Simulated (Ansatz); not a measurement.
A (111) slab of AlNi (Pm-3m (No. 221)), 15 planes, outer planes Ni (top) and Ni (bottom), with 15 atoms (Al7Ni8) in a surface cell of A = 14.189 Å², as cut from the bulk:

```
CELL_PARAMETERS angstrom
4.04771 0.00000 0.00000
-2.02386 3.50542 0.00000
0.00000 0.00000 26.56730
ATOMIC_POSITIONS crystal
Ni 0.33333 0.66667 0.28230
Al 0.66667 0.33333 0.31340
Ni 0.00000 0.00000 0.34450
Al 0.33333 0.66667 0.37560
Ni 0.66667 0.33333 0.40670
Al 0.00000 0.00000 0.43780
Ni 0.33333 0.66667 0.46890
Al 0.66667 0.33333 0.50000
Ni 0.00000 0.00000 0.53110
Al 0.33333 0.66667 0.56220
Ni 0.66667 0.33333 0.59330
Al 0.00000 0.00000 0.62440
Ni 0.33333 0.66667 0.65550
Al 0.66667 0.33333 0.68660
Ni 0.00000 0.00000 0.71770
```

Computed with Ansatz, DFT PBEsol, scalar-relativistic, plane waves, PAW. Plane waves to 420 eV, a k mesh through Γ of 9×9×1 on the computed 15-atom cell and Gaussian smearing (0.10 eV); no spin polarisation. The cell repeats along c with a dipole correction in the vacuum.

The relaxed slab holds 7 formula units of AlNi and 1 further Ni. Against those formula units in the bulk and the further Ni in its standard state it lies 3.871 eV higher. The formation energy of AlNi from the standard states is -1.340 eV a formula unit (uncorrected, no zero-point or thermal terms).

Q: Over what range can the chemical potential of Ni vary, and what is the surface energy at both ends?

A: In contact with the bulk, μ(Ni) + μ(Al) is fixed. With Δμ counted from the standard states, Δμ(Ni) ≤ 0 keeps elemental Ni from forming, and Δμ(Al) ≤ 0 requires Δμ(Ni) ≥ ΔH = -1.340 eV. Other compounds of Ni and Al can narrow this range. Then γ, the mean of both faces, = [3.871 eV − 1.00·Δμ(Ni)]/(2A). At the Ni-rich end (Δμ = 0): 3.871/(2 × 14.189) × 16.02 = 2.19 J/m². At the Ni-poor end: (3.871 + 1.340)/(2 × 14.189) × 16.02 = 2.94 J/m².

Q: How does its energy depend on growth conditions?

A: It carries an excess of Ni, so its energy falls by 0.56 J/m² for each eV that μ(Ni) rises: Ni-rich conditions lower it; whether it appears depends on the other terminations.

The slab was run without spin polarisation; whether its Ni atoms carry moments at the surface wasn't tested.